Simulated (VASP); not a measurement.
# CdS (F-43m) in VASP: Born charges and dielectric tensor with LDA

Aim: the Born charges and dielectric tensor of CdS with LDA.

Everything below comes from runs of VASP 6.6.1. Logs are shortened: lines on timing, memory, paths and dates and some standing lists are left out, and cuts for length are marked.

### 1 The structure

It takes space group F-43m (No. 216, cubic). The conventional cell has a = 5.771 Å, b = 5.771 Å, c = 5.771 Å, α = 90.00°, β = 90.00°, γ = 90.00°. Cd (site symmetry -43m) has 4 S at 2.50 Å as nearest neighbours. Around S (site symmetry -43m) lie 4 Cd at 2.50 Å.

The cell is a database's computed one.

### 2 Born charges and dielectric tensor, LDA

INCAR reads:

```
  PREC = Accurate
  ENCUT = 600
  EDIFF = 1E-8
  ISMEAR = 0
  SIGMA = 0.02
  LREAL = F
  LASPH = T
  NELM = 80
  ALGO = Normal
  ISIF = 2
  LWAVE = F
  LCHARG = F
  LEPSILON = T
  IBRION = 8
  NSW = 1
```

KPOINTS reads:

```
Automatic mesh
0
Gamma
  8 8 8
```

POSCAR reads:

```
CdS
1.0
    0.0000000000      2.8855000000      2.8855000000
    2.8855000000      0.0000000000      2.8855000000
    2.8855000000      2.8855000000      0.0000000000
Cd S
1 1
Direct
    0.0000000000      0.0000000000      0.0000000000
    0.7500000000      0.7500000000      0.7500000000
```

Potentials or basis: VASP PAW LDA potentials, release 64 (Cd, S).

Launch:

```sh
$ cat potpaw_LDA.64/Cd/POTCAR potpaw_LDA.64/S/POTCAR > POTCAR
$ mpirun -np 1 vasp_std > vasp.out
```

OUTCAR:

```text
PREC = Accurate
   ENCUT = 600
   EDIFF = 1E-8
   ISMEAR = 0
   LREAL = F
   LASPH = T
   NELM = 80
   ISIF = 2
   LEPSILON = T
   IBRION = 8
   NSW = 1

 ion  position               nearest neighbor table
   1  0.000  0.000  0.000-   2 2.50   2 2.50   2 2.50   2 2.50
   2  0.750  0.750  0.750-   1 2.50   1 2.50   1 2.50   1 2.50

  LATTYP: Found a face centered cubic cell.
 ALAT       =     5.7710000000

  Lattice vectors:

 A1 = (   0.0000000000,   2.8855000000,   2.8855000000)
 A2 = (   2.8855000000,   0.0000000000,   2.8855000000)
 A3 = (   2.8855000000,   2.8855000000,   0.0000000000)

Analysis of symmetry for initial positions (statically):
=====================================================================
 Subroutine PRICEL returns:
 Original cell was already a primitive cell.

 Routine SETGRP: Setting up the symmetry group for a
 face centered cubic supercell.

 Subroutine GETGRP returns: Found 24 space group operations
 (whereof 24 operations were pure point group operations)
 out of a pool of 48 trial point group operations.

The static configuration has the point symmetry T_d .

Analysis of symmetry for dynamics (positions and initial velocities):
=====================================================================
 Subroutine PRICEL returns:
 Original cell was already a primitive cell.

 Routine SETGRP: Setting up the symmetry group for a
 face centered cubic supercell.

 Subroutine GETGRP returns: Found 24 space group operations
 (whereof 24 operations were pure point group operations)
 out of a pool of 48 trial point group operations.

The dynamic configuration has the point symmetry T_d .

 Subroutine INISYM returns: Found 24 space group operations
 (whereof 24 operations are pure point group operations),
 and found     1 'primitive' translations

----------------------------------------------------------------------------------------

[... 616 lines left out ...]
     0.00000  0.00604  7.14654
     0.00000  7.14654  0.00604

 MACROSCOPIC STATIC DIELECTRIC TENSOR (including local field effects in DFT)
 ------------------------------------------------------
           7.303625    -0.000000    -0.000000
          -0.000000     7.303625    -0.000000
           0.000000     0.000000     7.303625
 ------------------------------------------------------

 PIEZOELECTRIC TENSOR (including local field effects)  for field in x, y, z        (e  Angst)
          XX          YY          ZZ          XY          YZ          ZX
  --------------------------------------------------------------------------------
  x     0.00000    -0.00000    -0.00000     0.00000     1.92889     0.00000
  y     0.00000    -0.00000     0.00000     0.00000     0.00000     1.92889
  z    -0.00000     0.00000    -0.00000     1.92889     0.00000     0.00000

 PIEZOELECTRIC TENSOR (including local field effects)  for field in x, y, z        (C/m^2)
          XX          YY          ZZ          XY          YZ          ZX
  --------------------------------------------------------------------------------
  x     0.00000    -0.00000    -0.00000     0.00000     0.64317     0.00000
  y     0.00000    -0.00000     0.00000     0.00000     0.00000     0.64317
  z    -0.00000     0.00000    -0.00000     0.64317     0.00000     0.00000

 BORN EFFECTIVE CHARGES (including local field effects) (in |e|, cummulative output)
 ---------------------------------------------------------------------------------
 ion    1
    1     2.17941     0.00000     0.00000
    2    -0.00000     2.17941    -0.00000
    3    -0.00000    -0.00000     2.17941
 ion    2
    1    -2.17941    -0.00000    -0.00000
    2     0.00000    -2.17941     0.00000
    3     0.00000     0.00000    -2.17941

 INTERNAL STRAIN TENSOR FOR ION    2 for displacements in x,y,z  (eV/Angst):
          X           Y           Z          XY          YZ          ZX
  --------------------------------------------------------------------------------
  x     0.00000     0.00000     0.00000     0.00000     7.14654     0.00000
  y     0.00000     0.00000     0.00000     0.00000     0.00000     7.14654
  z     0.00000     0.00000     0.00000     7.14654     0.00000     0.00000

 SECOND DERIVATIVES (NOT SYMMETRIZED)
 ------------------------------------
               1X          1Y          1Z          2X          2Y          2Z
  1X    -5.530930    0.000000    0.000000    5.530930    0.000000    0.000000
  1Y     0.000000   -5.530930    0.000000    0.000000    5.530930    0.000000
  1Z     0.000000    0.000000   -5.530930    0.000000    0.000000    5.530930
  2X     5.518339    0.000000    0.000000   -5.518339    0.000000    0.000000
  2Y     0.000000    5.518339    0.000000    0.000000   -5.518339    0.000000
  2Z     0.000000    0.000000    5.518339    0.000000    0.000000   -5.518339

 Eigenvectors and eigenvalues of the dynamical matrix
 ----------------------------------------------------

   1 f  =    7.354234 THz    46.208017 2PiTHz  245.310854 cm-1    30.414656 meV
             X         Y         Z           dx          dy          dz
      0.000000  0.000000  0.000000    -0.471529    0.000000    0.000000
      4.328250  4.328250  4.328250     0.881851    0.000000    0.000000
[... 21 lines left out ...]
   6 f/i=    0.003485 THz     0.021895 2PiTHz    0.116236 cm-1     0.014411 meV
             X         Y         Z           dx          dy          dz
      0.000000  0.000000  0.000000    -0.881851    0.000000    0.000000
      4.328250  4.328250  4.328250    -0.471529    0.000000    0.000000

--------------------------------------------------------------------------------------------------------

 MACROSCOPIC STATIC DIELECTRIC TENSOR IONIC CONTRIBUTION
 ------------------------------------------------------
           3.237771    -0.000000     0.000000
          -0.000000     3.237771    -0.000000
           0.000000    -0.000000     3.237771
 ------------------------------------------------------

 ELASTIC MODULI CONTR FROM IONIC RELAXATION (kBar)
 Direction    XX          YY          ZZ          XY          YZ          ZX
 --------------------------------------------------------------------------------
 XX          -0.0000      0.0000      0.0000      0.0000     -0.0000      0.0000
 YY           0.0000     -0.0000      0.0000      0.0000      0.0000      0.0000
 ZZ           0.0000      0.0000     -0.0000     -0.0000      0.0000      0.0000
 XY           0.0000      0.0000     -0.0000   -312.9687      0.0000      0.0000
 YZ          -0.0000      0.0000      0.0000      0.0000   -312.9687      0.0000
 ZX           0.0000      0.0000      0.0000      0.0000      0.0000   -312.9687
 --------------------------------------------------------------------------------

 PIEZOELECTRIC TENSOR IONIC CONTR  for field in x, y, z        (C/m^2)
          XX          YY          ZZ          XY          YZ          ZX
  --------------------------------------------------------------------------------
  x    -0.00000     0.00000    -0.00000    -0.00000    -0.94721    -0.00000
  y     0.00000     0.00000     0.00000     0.00000     0.00000    -0.94721
  z     0.00000    -0.00000    -0.00000    -0.94721     0.00000     0.00000
```

Wall time 17 min (1 thread of AMD EPYC 7R43 (Zen 3), shared host); peak memory 0.32 GiB.

Results:

- Band gap on the k mesh: 0.96 eV, direct
- Electronic dielectric tensor (diagonal): 7.30
- Born charges (mean of the diagonal): Cd +2.18; S -2.18 e
- Highest phonon frequency at Γ, LO-TO splitting left out: 245 cm⁻¹

Levels at points of the mesh, in eV from the valence-band top:
| k point | band 7 | band 8 | band 9 | band 10 | band 11 | band 12 |
| --- | --- | --- | --- | --- | --- | --- |
| (0.00, 0.00, 0.00) | 0.00 | 0.00 | 0.00 | 0.96 | 6.35 | 6.35 |
| (0.50, 0.00, 0.00) | -4.72 | -0.82 | -0.82 | 2.83 | 6.84 | 6.84 |
| (0.50, 0.50, 0.00) | -4.20 | -2.04 | -2.04 | 3.25 | 4.20 | 9.10 |

Phonon frequencies in cm⁻¹ (negative: imaginary):
| q point | frequencies |
| --- | --- |
| (0.000, 0.000, 0.000) | 0 0 0 245 245 245 |

Electronic dielectric tensor:
```
7.30 0.00 0.00
0.00 7.30 0.00
0.00 0.00 7.30
```

Born effective charge tensors (e):
atom 1, Cd
```
2.18 0.00 0.00
0.00 2.18 0.00
0.00 0.00 2.18
```
atom 2, S
```
-2.18  0.00  0.00
 0.00 -2.18  0.00
 0.00  0.00 -2.18
```
